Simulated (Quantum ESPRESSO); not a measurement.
# SnSe (P-1) in Quantum ESPRESSO: energy-loss spectrum with LDA

Aim: the energy-loss spectrum of SnSe with LDA.

Program: Quantum ESPRESSO 7.5. These are calculated values, not measurements. Logs are shortened: lines on timing, memory, paths and dates and some standing lists are left out, and cuts for length are marked.

## 1. The cell of the first run

The typed cell holds 2 atoms: a = 4.315 Å, b = 4.170 Å, c = 4.217 Å, α = 62.85°, β = 59.68°, γ = 59.94°.

## 2. Energy-loss spectrum, LDA (cell strained at random at fixed volume)

Input file pw.in:

```
&CONTROL
  calculation = 'scf'
  prefix = 'pwscf'
  outdir = './tmp'
  pseudo_dir = './pseudo'
  tprnfor = .true.
  tstress = .true.
  disk_io = 'low'
/
&SYSTEM
  ibrav = 0
  celldm(1) = 8
  nat = 2
  ntyp = 2
  ecutwfc = 34
  ecutrho = 272
  nbnd = 16
  occupations = 'smearing'
  smearing = 'fd'
  degauss = 0.00367493
/
&ELECTRONS
  conv_thr = 4d-10
  electron_maxstep = 120
  mixing_beta = 0.5
  diago_david_ndim = 4
  mixing_mode = 'TF'
/
ATOMIC_SPECIES
Sn   118.7100 sn_lda_v1.4.uspp.F.UPF
Se    78.9710 se_lda_v1.uspp.F.UPF
CELL_PARAMETERS alat
 -0.0083589672965   0.7240622651648   0.7173901146502
  0.6765569125493  -0.0068379739820   0.7158691213357
  0.6808886372585   0.7268727603436  -0.0111694624754
ATOMIC_POSITIONS crystal
Sn     0.0000000000    0.0000000000    0.0000000000
Se     0.5000000000    0.5000000000    0.5000000000
K_POINTS automatic
4 4 4 1 1 1
```

Input file gamma.in:

```
&CONTROL
  calculation = 'bands'
  prefix = 'pwscf'
  outdir = './tmp'
  pseudo_dir = './pseudo'
  disk_io = 'low'
  verbosity = 'high'
/
&SYSTEM
  ibrav = 0
  celldm(1) = 8
  nat = 2
  ntyp = 2
  ecutwfc = 34
  ecutrho = 272
  nbnd = 16
  occupations = 'smearing'
  smearing = 'fd'
  degauss = 0.00367493
/
&ELECTRONS
  conv_thr = 1d-08
  electron_maxstep = 120
  mixing_beta = 0.5
  diago_david_ndim = 4
  mixing_mode = 'TF'
  diago_full_acc = .true.
  startingwfc = 'random'
/
ATOMIC_SPECIES
Sn   118.7100 sn_lda_v1.4.uspp.F.UPF
Se    78.9710 se_lda_v1.uspp.F.UPF
CELL_PARAMETERS alat
 -0.0083589672965   0.7240622651648   0.7173901146502
  0.6765569125493  -0.0068379739820   0.7158691213357
  0.6808886372585   0.7268727603436  -0.0111694624754
ATOMIC_POSITIONS crystal
Sn     0.0000000000    0.0000000000    0.0000000000
Se     0.5000000000    0.5000000000    0.5000000000
K_POINTS crystal
1
0.0 0.0 0.0 1
```

Input file scf2.in:

```
&CONTROL
  calculation = 'scf'
  prefix = 'pwscf'
  outdir = './tmp'
  pseudo_dir = './pseudo'
  tprnfor = .true.
  tstress = .true.
  disk_io = 'low'
/
&SYSTEM
  ibrav = 0
  celldm(1) = 8
  nat = 2
  ntyp = 2
  ecutwfc = 34
  ecutrho = 272
  nbnd = 16
  occupations = 'fixed'
/
&ELECTRONS
  conv_thr = 1d-11
  electron_maxstep = 120
  mixing_beta = 0.5
  diago_david_ndim = 4
  mixing_mode = 'TF'
  startingpot = 'file'
/
ATOMIC_SPECIES
Sn   118.7100 sn_lda_v1.4.uspp.F.UPF
Se    78.9710 se_lda_v1.uspp.F.UPF
CELL_PARAMETERS alat
 -0.0083589672965   0.7240622651648   0.7173901146502
  0.6765569125493  -0.0068379739820   0.7158691213357
  0.6808886372585   0.7268727603436  -0.0111694624754
ATOMIC_POSITIONS crystal
Sn     0.0000000000    0.0000000000    0.0000000000
Se     0.5000000000    0.5000000000    0.5000000000
K_POINTS automatic
4 4 4 1 1 1
```

Input file eels.in:

```
&LR_INPUT
  prefix = 'pwscf'
  outdir = './tmp'
  restart_step = 5000
  restart = .false.
/
&LR_CONTROL
  calculator = 'lanczos'
  approximation = 'RPA_with_CLFE'
  q1 = 0.4764268771
  q2 = 0.4764268771
  q3 = 0
  itermax = 600
/
```

Input file spectrum.in:

```
&LR_INPUT
  prefix = 'pwscf'
  outdir = './tmp'
  eels = .true.
  itermax0 = 600
  itermax = 20000
  extrapolation = 'osc'
  epsil = 0.05
  units = 1
  start = 0
  end = 40
  increment = 0.2
/
```

Input file spectrum_short.in:

```
&LR_INPUT
  prefix = 'pwscf'
  outdir = './tmp'
  eels = .true.
  itermax0 = 400
  itermax = 20000
  extrapolation = 'osc'
  epsil = 0.05
  units = 1
  start = 0
  end = 40
  increment = 0.2
/
```

Potentials or basis: GBRV 1.5 LDA.

Command:

```
$ OMP_NUM_THREADS=1 pw.x -in pw.in > pw.out
$ OMP_NUM_THREADS=1 pw.x -in gamma.in > gamma.out
$ OMP_NUM_THREADS=1 pw.x -in scf2.in > scf2.out
$ OMP_NUM_THREADS=1 turbo_eels.x -in eels.in > eels.out
$ OMP_NUM_THREADS=1 turbo_spectrum.x -in spectrum.in > spectrum.out
$ OMP_NUM_THREADS=1 turbo_spectrum.x -in spectrum_short.in > spectrum_short.out
```

pw.out:

```text
This program is part of the open-source Quantum ESPRESSO suite
     for quantum simulation of materials; please cite
[... 9 lines left out ...]
     --------------------
     sticks:   dense  smooth     PW     G-vecs:    dense   smooth      PW
     Sum        1205     601    193                27861     9853    1745

     Using Slab Decomposition

     bravais-lattice index     =            0
     lattice parameter (alat)  =       8.0000  a.u.
     unit-cell volume          =     368.0664 (a.u.)^3
     number of atoms/cell      =            2
     number of atomic types    =            2
     number of electrons       =        20.00
     number of Kohn-Sham states=           16
     kinetic-energy cutoff     =      34.0000  Ry
     charge density cutoff     =     272.0000  Ry
     scf convergence threshold =      4.0E-10
     mixing beta               =       0.5000
     number of iterations used =            8  TF        mixing
     Exchange-correlation= SLA  PZ   NOGX NOGC
                           (   1   1   0   0   0   0   0)

     celldm(1)=   8.000000  celldm(2)=   0.000000  celldm(3)=   0.000000
     celldm(4)=   0.000000  celldm(5)=   0.000000  celldm(6)=   0.000000

     crystal axes: (cart. coord. in units of alat)
               a(1) = (  -0.008359   0.724062   0.717390 )
               a(2) = (   0.676557  -0.006838   0.715869 )
               a(3) = (   0.680889   0.726873  -0.011169 )

     reciprocal axes: (cart. coord. in units 2 pi/alat)
               b(1) = ( -0.723722  0.688549  0.690556 )
               b(2) = (  0.736617 -0.679348  0.694249 )
               b(3) = (  0.727854  0.683479 -0.681355 )

     PseudoPot. # 1 for Sn read from file:
     sn_lda_v1.4.uspp.F.UPF
     Pseudo is Ultrasoft + core correction, Zval = 14.0
     Generated by new atomic code, or converted to UPF format
     Using radial grid of  891 points,  6 beta functions with:
                l(1) =   0
                l(2) =   0
                l(3) =   1
                l(4) =   1
                l(5) =   2
                l(6) =   2
     Q(r) pseudized with  8 coefficients,  rinner =    1.350   1.350   1.350
                                                       1.350   1.350

     PseudoPot. # 2 for Se read from file:
     se_lda_v1.uspp.F.UPF
     Pseudo is Ultrasoft + core correction, Zval =  6.0
     Generated by new atomic code, or converted to UPF format
     Using radial grid of  877 points,  6 beta functions with:
                l(1) =   0
                l(2) =   0
                l(3) =   1
                l(4) =   1
                l(5) =   2
                l(6) =   2
     Q(r) pseudized with  8 coefficients,  rinner =    1.300   1.300   1.300
                                                       1.300   1.300

     atomic species   valence    mass     pseudopotential
     Sn               14.00   118.71000     Sn( 1.00)
     Se                6.00    78.97100     Se( 1.00)

      2 Sym. Ops., with inversion, found

   Cartesian axes

     site n.     atom                  positions (alat units)
         1        Sn     tau(   1) = (   0.0000000   0.0000000   0.0000000  )
         2        Se     tau(   2) = (   0.6745433   0.7220485   0.7110449  )

     number of k points=    32  Fermi-Dirac smearing, width (Ry)=  0.0037
                       cart. coord. in units 2pi/alat
        k(    1) = (   0.0925935   0.0865850   0.0879313), wk =   0.0625000
        k(    2) = (   0.2745569   0.2574548  -0.0824074), wk =   0.0625000
        k(    3) = (  -0.2713334  -0.2551545   0.4286087), wk =   0.0625000
        k(    4) = (  -0.0893700  -0.0842847   0.2582700), wk =   0.0625000
        k(    5) = (   0.2767476  -0.0832520   0.2614936), wk =   0.0625000
        k(    6) = (   0.4587111   0.0876178   0.0911549), wk =   0.0625000
[... 24 lines left out ...]
        k(   31) = (  -0.6364182   0.0868198   0.4276854), wk =   0.0625000
        k(   32) = (  -0.4544547   0.2576895   0.2573467), wk =   0.0625000

     Dense  grid:    27861 G-vectors     FFT dimensions: (  45,  45,  45)

     Smooth grid:     9853 G-vectors     FFT dimensions: (  32,  30,  30)

     Check: negative core charge=   -0.000001

     Initial potential from superposition of free atoms

     starting charge      18.9999, renormalised to      20.0000
     Starting wfcs are   13 randomized atomic wfcs +    3 random wfcs

     Self-consistent Calculation

     iteration #  1     ecut=    34.00 Ry     beta= 0.50
     Davidson diagonalization with overlap
     ethr =  1.00E-02,  avg # of iterations =  6.0

     total energy              =    -202.15043346 Ry
     estimated scf accuracy    <       0.68423709 Ry

     iteration #  2     ecut=    34.00 Ry     beta= 0.50
     Davidson diagonalization with overlap
     ethr =  3.42E-03,  avg # of iterations =  1.6

     total energy              =    -202.10885941 Ry
     estimated scf accuracy    <       0.16566522 Ry

     iteration #  3     ecut=    34.00 Ry     beta= 0.50
     Davidson diagonalization with overlap
     ethr =  8.28E-04,  avg # of iterations =  2.1
[... 50 lines left out ...]
     total energy              =    -202.13623418 Ry
     estimated scf accuracy    <          9.2E-09 Ry

     iteration # 11     ecut=    34.00 Ry     beta= 0.50
     Davidson diagonalization with overlap
     ethr =  4.60E-11,  avg # of iterations =  3.5

     total energy              =    -202.13623419 Ry
     estimated scf accuracy    <          5.3E-10 Ry

     iteration # 12     ecut=    34.00 Ry     beta= 0.50
     Davidson diagonalization with overlap
     ethr =  2.63E-12,  avg # of iterations =  2.3

     End of self-consistent calculation

          k = 0.0926 0.0866 0.0879 (  1240 PWs)   bands (ev):

   -13.7752 -13.7719 -13.7497 -13.7466 -13.7392  -6.0996   1.9417   5.2816
     5.6790   6.0691  10.6225  10.8138  12.0247  13.5812  13.7831  14.0216

          k = 0.2746 0.2575-0.0824 (  1241 PWs)   bands (ev):

   -13.7785 -13.7688 -13.7544 -13.7434 -13.7320  -5.6051   0.4005   4.7839
     5.8973   7.4927   8.5432   9.4977  11.0314  14.0408  14.8820  16.9165

          k =-0.2713-0.2552 0.4286 (  1229 PWs)   bands (ev):

   -13.7792 -13.7645 -13.7553 -13.7418 -13.7295  -5.2632  -0.2986   4.9140
     5.4231   6.9375   8.6598   9.6597  10.5129  15.0614  16.8649  17.8205

          k =-0.0894-0.0843 0.2583 (  1238 PWs)   bands (ev):

   -13.7768 -13.7686 -13.7500 -13.7479 -13.7358  -5.8498   1.2091   4.8853
     5.4142   6.8101   8.9943  10.7410  12.0482  12.9250  15.2989  15.5834

          k = 0.2767-0.0833 0.2615 (  1240 PWs)   bands (ev):

   -13.7771 -13.7687 -13.7541 -13.7457 -13.7305  -5.5903   0.4035   4.8267
     5.8678   7.4595   8.5567   9.4339  10.8556  13.9880  14.8597  16.9371

          k = 0.4587 0.0876 0.0912 (  1237 PWs)   bands (ev):

   -13.7778 -13.7711 -13.7633 -13.7348 -13.7294  -5.3090   0.5016   4.4464
     4.5332   5.3742  10.5753  11.3412  11.4303  12.1015  17.4736  17.6774

          k =-0.0872-0.4250 0.6022 (  1226 PWs)   bands (ev):

   -13.7771 -13.7702 -13.7655 -13.7363 -13.7248  -4.9641   0.5081   2.9873
     3.6978   5.9727   9.6370  11.7006  13.0488  13.4706  16.0304  19.1522

          k = 0.0948-0.2541 0.4318 (  1236 PWs)   bands (ev):

   -13.7774 -13.7658 -13.7571 -13.7468 -13.7276  -5.2915   0.3731   3.8193
     4.7947   6.6529   8.8354  10.4178  12.1844  13.9454  16.4587  17.1953

          k =-0.2757 0.4263-0.2592 (  1237 PWs)   bands (ev):

   -13.7797 -13.7653 -13.7540 -13.7439 -13.7296  -5.2536  -0.2476   4.8741
     5.3906   6.8945   8.6438   9.5967  10.3935  15.1635  16.8860  17.7205

          k =-0.0938 0.5971-0.4295 (  1227 PWs)   bands (ev):

   -13.7785 -13.7702 -13.7637 -13.7345 -13.7269  -4.9674   0.5071   2.9763
     3.7336   5.9692   9.6965  11.5952  13.0136  13.4402  16.1813  18.9865

          k =-0.6396 0.0845 0.0815 (  1232 PWs)   bands (ev):

   -13.7836 -13.7719 -13.7654 -13.7328 -13.7247  -4.9319   0.8656   2.7581
     4.0893   4.4054  10.9068  12.1061  12.3643  13.5960  18.5099  18.6519

          k =-0.4577 0.2554-0.0889 (  1231 PWs)   bands (ev):

   -13.7733 -13.7704 -13.7605 -13.7419 -13.7267  -5.2287   0.0766   3.9949
     5.0444   6.5938   8.8809  10.7080  11.5286  13.4568  16.9158  17.7303

          k =-0.0916 0.2564-0.0856 (  1245 PWs)   bands (ev):

   -13.7787 -13.7688 -13.7492 -13.7478 -13.7370  -5.8541   1.2767   4.8545
     5.3783   6.7207   8.9464  10.9041  12.0081  12.9228  15.3210  15.4717

          k = 0.0904 0.4273-0.2560 (  1234 PWs)   bands (ev):

   -13.7791 -13.7655 -13.7555 -13.7447 -13.7295  -5.3104   0.3564   3.8742
     4.7659   6.7175   8.9184  10.3888  12.1854  14.0168  16.5198  17.0959

          k =-0.4555-0.0853 0.2550 (  1231 PWs)   bands (ev):

   -13.7733 -13.7712 -13.7597 -13.7401 -13.7286  -5.2415   0.0156   4.0501
     5.0694   6.6627   9.0290  10.7547  11.4186  13.5367  16.9093  17.6812

          k =-0.2735 0.0856 0.0847 (  1244 PWs)   bands (ev):

   -13.7750 -13.7713 -13.7519 -13.7457 -13.7364  -5.8065   0.9297   5.1536
     5.3064   7.2441   9.3328  10.7400  10.9741  12.7407  15.5299  15.6328

          k =-0.0883 0.2587 0.2606 (  1237 PWs)   bands (ev):

   -13.7755 -13.7717 -13.7464 -13.7452 -13.7376  -5.6289   0.6774   4.4641
     5.8885   7.2769   8.3387   9.1423  12.0317  14.1930  14.6060  16.9970

          k = 0.0936 0.4296 0.0902 (  1225 PWs)   bands (ev):

   -13.7858 -13.7645 -13.7485 -13.7442 -13.7303  -5.4436   0.9248   4.2015
     4.5914   5.2048  10.4119  11.2270  11.8808  12.8086  17.4064  17.5529

          k =-0.4523-0.0830 0.6012 (  1228 PWs)   bands (ev):

   -13.7866 -13.7613 -13.7480 -13.7444 -13.7310  -5.0862   0.3554   3.1017
     3.9422   6.4942  10.1115  11.5417  12.1623  13.8198  16.6296  18.8209

          k =-0.2703 0.0879 0.4309 (  1232 PWs)   bands (ev):

   -13.7783 -13.7667 -13.7477 -13.7468 -13.7330  -5.3015   0.0990   4.1799
     4.7839   6.9191   9.3907  10.4643  11.1991  14.0016  16.8477  17.6063

          k = 0.0958 0.0889 0.4341 (  1222 PWs)   bands (ev):

   -13.7841 -13.7649 -13.7502 -13.7459 -13.7277  -5.4198   0.8728   4.1800
     4.6545   5.2062  10.3869  11.1551  11.7969  12.7975  17.2594  17.6619

          k = 0.2778 0.2598 0.2638 (  1236 PWs)   bands (ev):

   -13.7809 -13.7727 -13.7497 -13.7361 -13.7338  -5.4309  -0.0198   5.6600
     5.6971   7.2054   8.5259   8.9137   9.5085  14.8221  16.3386  16.5450

          k =-0.2681-0.2529 0.7748 (  1233 PWs)   bands (ev):

   -13.7845 -13.7673 -13.7506 -13.7392 -13.7308  -5.1096   0.0485   3.4015
     5.1546   6.2514   9.3959  10.2676  11.8921  14.8374  15.8897  17.0647

          k =-0.0861-0.0820 0.6045 (  1236 PWs)   bands (ev):

   -13.7908 -13.7621 -13.7516 -13.7470 -13.7246  -5.0942   1.0485   2.7311
     4.1323   4.7303  11.0250  11.9183  12.8188  13.2823  18.2682  18.5168

          k =-0.4566 0.5984-0.0866 (  1230 PWs)   bands (ev):

   -13.7857 -13.7616 -13.7492 -13.7471 -13.7284  -5.0653   0.3705   3.0809
     3.9293   6.4116  10.0926  11.4420  12.2625  13.7774  16.6960  18.7584
[... 23 lines left out ...]
   -13.7927 -13.7610 -13.7496 -13.7439 -13.7278  -5.1243   1.1052   2.7325
     4.1275   4.7435  11.0826  12.0227  12.6760  13.2381  18.4356  18.6186

          k =-0.6364 0.0868 0.4277 (  1222 PWs)   bands (ev):

   -13.7847 -13.7663 -13.7498 -13.7439 -13.7273  -5.0534   0.5780   3.0021
     3.7005   6.3640   9.3726  12.1053  12.2967  14.0808  15.7947  19.5089

          k =-0.4545 0.2577 0.2573 (  1225 PWs)   bands (ev):

   -13.7743 -13.7712 -13.7516 -13.7410 -13.7318  -5.2313  -0.3054   5.0003
     5.2983   6.8052   8.6518   9.4036  10.7996  14.7380  16.9811  17.9846

     the Fermi energy is     7.9250 ev

!    total energy              =    -202.13623419 Ry
     estimated scf accuracy    <          2.4E-11 Ry
     smearing contrib. (-TS)   =      -0.00000121 Ry
     internal energy E=F+TS    =    -202.13623298 Ry

     The total energy is F=E-TS. E is the sum of the following terms:
     one-electron contribution =     -66.18186244 Ry
     hartree contribution      =      45.17345808 Ry
     xc contribution           =     -71.63874092 Ry
     ewald contribution        =    -109.48908771 Ry

     convergence has been achieved in  12 iterations

     Forces acting on atoms (cartesian axes, Ry/au):

     atom    1 type  1   force =     0.00000000    0.00000000    0.00000000
     atom    2 type  2   force =     0.00000000    0.00000000    0.00000000

     Total force =     0.000000     Total SCF correction =     0.000000

     Computing stress (Cartesian axis) and pressure

          total   stress  (Ry/bohr**3)                   (kbar)     P=      -48.97
  -0.00002283   0.00000559   0.00002146           -3.36        0.82        3.16
   0.00000559  -0.00051415   0.00001318            0.82      -75.63        1.94
   0.00002146   0.00001318  -0.00046177            3.16        1.94      -67.93

=------------------------------------------------------------------------------=
   JOB DONE.
=------------------------------------------------------------------------------=
```

Wall time 5.5 min (1 thread of Intel Xeon 6975P-C (Granite Rapids), shared host); peak memory 0.26 GiB.

The run converged, but some of its settings lie outside the range that counts as converged (typed here: diago_david_ndim = 4; ecut_scale = 0.5; mixing_mode = TF), so its numbers aren't taken as properties of the crystal.

Results:

| Property | Result |
| --- | --- |
| Free energy | -2750.2036 eV |
| Peak of the energy-loss function | 22.0 eV |

Caveat: the cutoff is too short for stress, so the log's stress isn't used; the cutoff lies well under what these potentials need, so the values aren't converged.
